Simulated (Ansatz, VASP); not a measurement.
**TiC: VASP beside Ansatz**

```xyz
2
Lattice="0.0000 2.1640 2.2289 2.1640 0.0000 2.2289 2.1640 2.1640 0.0000" Properties=species:S:1:pos:R:3 pbc="T T T"
Ti    0.0000    0.0000    0.0000
C     2.1640    2.1640    2.2289
```

Change from the starting cell: z stretched by +3 %, ions relaxed.

Alike in both runs: functional PBE; k mesh 18 × 18 × 18; occupations fermi-dirac, width 0.05 eV; no spin polarisation.

Ansatz relaxed the structure, and its values are those at the end. VASP's run is a single point on that final structure, the one shown.

|  | VASP | Ansatz |
| --- | --- | --- |
| version | VASP 6.6.1 | Ansatz 0.2.0 |
| potentials or method | VASP PAW PBE potentials, release 64 (Ti_sv, C) | plane-wave PAW, scalar-relativistic |
| plane-wave cutoff (eV) | 520 | 420 |
| valence electrons in the cell | 16 | 16 |

Ansatz gave:

| Property | Result |
| --- | --- |
| pressure (GPa) | -5.8 |

**Question.** Which values does VASP return?

**Answer.** Pressure (GPa): -5.7.

Ansatz warned: «stress_scf_threshold_loose».
